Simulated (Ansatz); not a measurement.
Take a 24-atom supercell of InCuS2 in the chalcopyrite structure (space group I-42d, No. 122; a = 5.4832 Å, c = 11.0438 Å) at its relaxed geometry as the base.

Computed with PBEsol in Ansatz (plane waves to 420 eV, PAW, without spin-orbit coupling).

Base values:

| Property | Result |
|---|---|
| Pressure | 0.0 GPa |
| Mean distance from the defect site to its nearest host atoms | 2.28 Å |

Modification: one Cu atom is removed, atoms relaxed at fixed cell, starting from a slightly rattled geometry.

Q: Estimate the effect on the pressure, largest displacement of a host atom from its site in the perfect cell and mean distance from the defect site to its nearest host atoms.

A: The pressure goes from zero to -0.9 GPa; the largest displacement of a host atom from its site in the perfect cell comes out as 0.08 Å; the mean distance from the defect site to its nearest host atoms shrinks by 0.04 Å to 2.24 Å.

In so small a cell the defect repeats every few ångströms: this is an ordered compound, not a dilute defect. The mesh was chosen for an insulator and is coarse for the gapless case. All final runs are without spin polarisation. The defect cell is not spin-polarised.

Ansatz is a program for electronic structure.
